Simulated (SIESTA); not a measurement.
## PbO2 under changes of volume

One of the cells (14.459 Å³/atom); the others are scaled copies at fixed shape and fractional positions:

```xyz
6
Lattice="5.0280 0.0000 0.0000 0.0000 5.0280 0.0000 0.0000 0.0000 3.4316" Properties=species:S:1:pos:R:3 pbc="T T T"
Pb    2.5140    2.5140    1.7158
Pb    0.0000    0.0000    0.0000
O     3.4823    3.4823    0.0000
O     4.0598    0.9683    1.7158
O     0.9683    4.0598    1.7158
O     1.5458    1.5458    0.0000
```

The cell is a database's computed one.

| Quantity | Value |
| --- | --- |
| Program | SIESTA 5.4.2 |
| Functional | PBE |
| Potentials or basis | PseudoDojo 0.4 standard (PBE files) |
| Basis | DZP (energy shift 0.003 Ry; two zetas on semicore shells) |
| Grid cutoff | 800 Ry |
| Energy shift | 0.003 Ry |
| k mesh | 6 × 6 × 8 |
| Occupations | fermi-dirac, width 0.05 eV |
| Spin | no spin polarisation |

```tsv
volume (Å³/atom)	energy over the lowest point (meV/atom)	pressure (GPa)	largest force (eV/Å)
13.325	?	?	?
13.609	90.59	19.2	0.156
13.892	60.25	15.2	0.097
14.459	19.34	8.3	0.006
14.743	7.24	5.4	0.045
15.026	0.00	2.9	0.088
```

**Question.** What does the run at 13.325 Å³/atom give?

**Answer.** Energy over the lowest point 128.42 meV/atom; pressure 23.7 GPa; largest force 0.219 eV/Å.

Worked out: A Birch-Murnaghan fit of order 3 (a polynomial in V^(-2/3)) to the other rows has its minimum at 15.40 Å³/atom, just outside them, with B0 = V·E''(V) = 110 GPa and B' = 5.7 at fixed shape and positions, which overstates the stiffness. It gives 128.81 meV/atom at 13.325 Å³/atom, against the run's 128.42, and -dE/dV = 24.0 GPa, against 23.7.

Energies are extrapolated to zero smearing.

Caveats: the basis of atomic orbitals isn't converged, which shifts pressures, moduli and gaps.
